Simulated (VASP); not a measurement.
Here is a VASP 6.6.1 calculation.

The input INCAR:

```
SYSTEM = Zn
PREC = Accurate
ENCUT = 520
EDIFF = 1E-6
ISMEAR = 0
SIGMA = 0.15
LREAL = .FALSE.
LASPH = .TRUE.
NELM = 100
ALGO = Fast
ISIF = 2
LWAVE = .FALSE.
LCHARG = .FALSE.
GGA = PE
NBANDS = 12
```

The input KPOINTS:

```
Automatic mesh
0
G
  22 22 22
  0 0 0
```

POSCAR

```
Zn
1.0
    0.0000000000      1.8489250047      2.2187100056
    1.8489250047      0.0000000000      2.2187100056
    1.8489250047      1.8489250047      0.0000000000
Zn
1
Direct
    0.0000000000      0.0000000000      0.0000000000
```

Potentials or basis: VASP PAW PBE potentials, release 64 (Zn).

The run is started by

```bash
$ cat potpaw_PBE.64/Zn/POTCAR > POTCAR
$ mpirun -np 1 vasp_std > vasp.out
```

Task: Estimate the pressure.

Result: 2.4 GPa.

Task: Estimate the band gap on the k mesh.

Result: None (metal or under the smearing width).

Stress tensor (GPa, compression positive):
```
 5.85  0.00  0.00
 0.00  5.85  0.00
 0.00  0.00 -4.60
```
